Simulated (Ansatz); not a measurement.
`CCC(=O)O` + H₂ → `CC(=O)O` + CH₄ at 298.15 K and 1 bar (hydrogenolysis of a C–C bond).

Calculated with Ansatz (gas phase, PBE0-D4/def2-TZVP geometries, no zero-point term in ΔE). CCSD(T)/CBS adds triple-zeta CCSD(T) − MP2 to the extrapolated MP2 energy (def2 sets, frozen cores). This one scheme is used for every species. Each species was taken in one conformer, which may not be the lowest.

```tsv
species	CCSD(T)/CBS energy (Eh)	H − E (kJ/mol)	S (J/(mol·K))
`CCC(=O)O`	-268.13670	255.9	316.4
H₂	-1.17544	35.1	130.4
`CC(=O)O`	-228.87529	177.3	287.6
CH₄	-40.46206	127.4	186.2
```

H − E and S are ideal-gas, rigid-rotor, harmonic terms from PBE0-D4/def2-TZVP, for one conformer and one mirror image of each species. For small species the MP2-based limit differs from directly extrapolated CCSD(T) by up to some mEh (0.8 for H₂); such offsets cancel only in part. 1 Eh = 2625.50 kJ/mol, R = 8.31446 J/(mol·K).

Question: By hand: ΔE, ΔH, ΔS and ΔG.

Answer: ΔE = (-228.87529) + (-40.46206) − (-268.13670) − (-1.17544) = -0.02521 Eh = -66.2 kJ/mol. Δ(H − E) = 177.3 + 127.4 − 255.9 − 35.1 = 13.7, so ΔH = -52.5 kJ/mol. ΔS = 287.6 + 186.2 − 316.4 − 130.4 = 27.0 J/(mol·K). ΔG = -52.5 − 298.15 × (27.0)/1000 = -60.6 kJ/mol.

Question: By hand: the equilibrium constant, and the temperature at which ΔG would vanish if ΔH and ΔS stayed fixed.

Answer: log₁₀ K = −ΔG/(RT ln 10) = 10.6. ΔH and −TΔS have one sign here, so there is no such temperature.

ΔH outweighs TΔS. A doubt of 5 kJ/mol in ΔE shifts log₁₀ K by 0.9 here. Other conformers and mirror images would add mixing entropy, several J/(mol·K) or more a flexible species. Modes under 60 cm⁻¹, often nearly free rotors, make the harmonic entropy too high. These are equilibria of isolated gas molecules and say nothing of rates. Largest T1 diagnostic: 0.015 (customary marks: 0.02 for closed shells, 0.045 for open ones).
